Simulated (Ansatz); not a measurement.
Crystal: CuO (Tenorite).

```xyz
4
Lattice="2.3418 -1.7113 0.0000 2.3418 1.7113 0.0000 -0.8500 0.0000 5.0579" Properties=species:S:1:pos:R:3 pbc="T T T"
Cu    0.7459   -0.8557    2.5289
Cu    1.1709    0.8557    0.0000
O     1.7043    0.2793    3.7934
O     2.1293   -0.2793    1.2645
```

Program: Ansatz 0.2.0. Alike in all runs: potentials or basis Ansatz PAW; no spin polarisation; cell as given; k mesh 10 × 10 × 5.

**Question.** Order these runs on this cell by their pressure, lowest first.
A. level r2SCAN+U; U Cu d U = 4.5 eV; cutoff (eV) 500; smearing fermi-dirac 0.05 eV; points for each segment of the path 14; hubbard projectors ortho-atomic (the default); double counting fll (the default)
B. level r2SCAN; cutoff (eV) 500; smearing fermi-dirac 0.05 eV; points for each segment of the path 14
C. level LDA; cutoff (eV) 420; smearing fermi-dirac 0.05 eV
D. level PBE; cutoff (eV) 420; smearing gaussian 0.028 eV
E. level revPBE; cutoff (eV) 420; smearing fermi-dirac 0.05 eV; points for each segment of the path 14

**Answer.** C (-9.6 GPa), B (-1.3 GPa), A (0.6 GPa), D (5.7 GPa), E (9.8 GPa).

Caveats: the run has no spin polarisation, though such a crystal can be magnetic; the PAW data sets come from PBE, with cores solved anew for the run's functional, which leaves a small shift of forces and pressure (some runs); the potentials were made for another functional, which shifts forces and pressure (some runs); U without spin polarisation on a metal has little footing (some runs).

Not every run made on this cell is shown here.
